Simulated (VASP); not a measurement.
# MgS: equation of state with PBEsol

Crystal: MgS.

```
S Mg
1.0
     4.03462    0.00000    0.00000
    -2.01731    3.49409    0.00000
     0.00000    0.00000    6.43229
S Mg
2 2
Direct
  0.66667 0.33333 0.87924
  0.33333 0.66667 0.37924
  0.33333 0.66667 0.99575
  0.66667 0.33333 0.49575
```

The cell comes from a database or a generator and needn't be the stable form of this composition.

```
Program                : VASP 6.6.1
Task                   : equation of state
Functional             : PBEsol
Potentials or basis    : VASP PAW PBE potentials, release 64 (S, Mg)
Cutoff                 : 520 eV
k mesh                 : 8 × 8 × 4
Occupations            : fermi-dirac, width 0.05 eV
Spin                   : no spin polarisation
Ladder                 : free
Further INCAR settings : ALGO = Normal; EDIFF = 1e-07; NBANDS = 16
```

```
Equilibrium volume                        : 22.52 Å³/atom
Bulk modulus at fixed shape and positions : 58 GPa
Pressure derivative of the bulk modulus   : 4.1
```

Energy against volume, from the lowest point:
```
volume (Å³/atom)  energy (meV/atom)
          21.309              12.89
          21.763               4.77
          22.216               0.60
          22.670               0.00
          23.123               2.62
          23.576               8.14
          24.030              16.29
```

All runs of the series together: 3.9 min on 1 thread of Intel(R) Xeon(R) Platinum 8259CL CPU @ 2.50GHz (Skylake/Cascade Lake), on a shared host.

Caveat: the cell was scaled at fixed shape and fractional positions, which overstates the stiffness of a crystal with free parameters, most of all of layers and chains; the PAW data sets were made with another functional, which shifts forces and pressure a little.
